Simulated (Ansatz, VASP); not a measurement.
One calculation of MgS, two programs

INCAR

```
PREC = Accurate
ENCUT = 520
EDIFF = 1E-7
ISMEAR = -1
SIGMA = 0.05
LREAL = False
LASPH = True
NELM = 60
ALGO = Normal
ISIF = 2
LWAVE = False
LCHARG = False
NBANDS = 11
```

The input KPOINTS:

```
Automatic mesh
0
Gamma
  8 8 8
```

Contents of POSCAR:

```
MgS
1.0
    0.0000000000      2.7948299470      2.7948299470
    2.7948299470      0.0000000000      2.7948299470
    2.7948299470      2.7948299470      0.0000000000
S Mg
1 1
Direct
    0.2500000000      0.2500000000      0.2500000000
    0.0000000000      0.0000000000      0.0000000000
```

The input input.yaml:

```yaml
crystal:
  lattice:
    - [0.0, 2.794829947, 2.794829947]
    - [2.794829947, 0.0, 2.794829947]
    - [2.794829947, 2.794829947, 0.0]
  atoms:
    - { symbol: S, position: [0.25, 0.25, 0.25] }
    - { symbol: Mg, position: [0.0, 0.0, 0.0] }
kpoints:
  mp_grid: { grid: [8, 8, 8] }
scf:
  occupations: { method: fermi_dirac, width: 0.05 }
hamiltonian:
  xc: lda
  pseudopotentials: { kind: all_electron, lapw: { basis_error: 0.001 } }
output:
  forces: true
  stress: true
  eigenvalues: true
```

Change from the starting cell: volume scaled by 0.96.

Alike in both runs: task single point; functional LDA; k mesh 8 × 8 × 8; occupations fermi-dirac, width 0.05 eV; no spin polarisation.

|  | VASP | Ansatz |
| --- | --- | --- |
| version | VASP 6.6.1 | Ansatz 0.2.0 |
| potentials or method | VASP PAW LDA potentials, release 64 (S, Mg) | all-electron LAPW, scalar-relativistic |
| plane-wave cutoff (eV) | 520 | see its input |

Ansatz gave:

| Property | Result |
| --- | --- |
| gap on the k mesh at the Fermi level (eV) | 3.38 |
| least direct gap on the mesh (eV) | 3.38 |
| pressure (GPa) | 0.2 |

Question: Which values does VASP return?

Answer: gap on the k mesh at the Fermi level (eV): 3.39; least direct gap on the mesh (eV): 3.39; pressure (GPa): -0.2.

Ansatz ran all-electron here, so the differences hold the error of VASP's frozen core and of both bases.

A k mesh can miss the band edges.
